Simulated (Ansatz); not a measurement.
A series in volume per atom on Li

Results calculated with Ansatz 0.2.0, not measured. Periodic Kohn-Sham DFT of a crystal at fixed atoms; pressure and stress are positive in compression; the energy is the free energy less that of spherical unpolarised free atoms; site moments are those in the method's own spheres, positive along +z.

Cell of the first row (space group Fm-3m, No. 225):
```
CELL_PARAMETERS angstrom
0.00000 2.15700 2.15700
2.15700 0.00000 2.15700
2.15700 2.15700 0.00000
ATOMIC_POSITIONS crystal
Li 0.00000 0.00000 0.00000
```

Settings of every row: method all-electron LAPW; functional LDA; relativity scalar; k mesh 16x16x16; filling fermi-dirac; smearing width 0.05 eV; basis error target 0.5 meV/atom; nucleus gaussian.

Atom start moment: 0 on all atoms.

```
row  volume per atom (Å³)  pressure (GPa)  energy less free atoms (eV/atom)
  1                20.073          -0.785                           -2.0417
  2                  20.5          -1.035                           -2.0393
  3                20.927          -1.261                           -2.0362
  4                21.141          -1.367                           -2.0345
  5                21.354               ?                                 ?
  6                21.568          -1.563                           -2.0306
  7                21.781          -1.655                           -2.0284
  8                22.208          -1.825                           -2.0238
  9                22.635           -1.98                           -2.0187
```

Question: what pressure and energy less free atoms should row 5 give?

Worked fit of pressure. Take u = (V_r/V)^(2/3) − 1 with V_r = 21.355 Å³ an atom, which is twice the finite (Eulerian) strain; such expansions in the strain, on which the Birch-Murnaghan equation of state is built, carry the rest volume and the bulk modulus. The shown rows have u = 0.04214, 0.02762, 0.01359, 0.00674, -0.00659, -0.01308, -0.02577, -0.03806. Least squares give pressure = −1.4678 + 14.752 × u + 34.2 × u² GPa; a straight line predicts inner rows, each left out in turn, worse (root mean square 0.017 against 0.00052 GPa). The rows lie off it by 0.000, -0.001, 0.000, 0.000, 0.001, 0.000, 0.000, 0.000. The withheld row has u = 3e-05, so the fit gives −1.4678 + 14.752 × (3e-05) + 34.2 × (3e-05)² = -1.467 GPa.

The calculation gave -1.467 GPa. The fit meets it to the printed digit.

Worked fit of energy less free atoms. Take u = (V_r/V)^(2/3) − 1 with V_r = 21.355 Å³ an atom, which is twice the finite (Eulerian) strain; such expansions in the strain, on which the Birch-Murnaghan equation of state is built, carry the rest volume and the bulk modulus. The shown rows have u = 0.04214, 0.02762, 0.01359, 0.00674, -0.00659, -0.01308, -0.02577, -0.03806. Least squares give energy less free atoms = −2.03259 − 0.2941 × u + 1.851 × u² eV/atom; a straight line predicts inner rows, each left out in turn, worse (root mean square 0.00094 against 3.4e-05 eV/atom). All shown rows lie on it to the printed digit. The withheld row has u = 3e-05, so the fit gives −2.03259 − 0.2941 × (3e-05) + 1.851 × (3e-05)² = -2.0326 eV/atom.

The calculation gave -2.0326 eV/atom. The fit meets it to the printed digit.
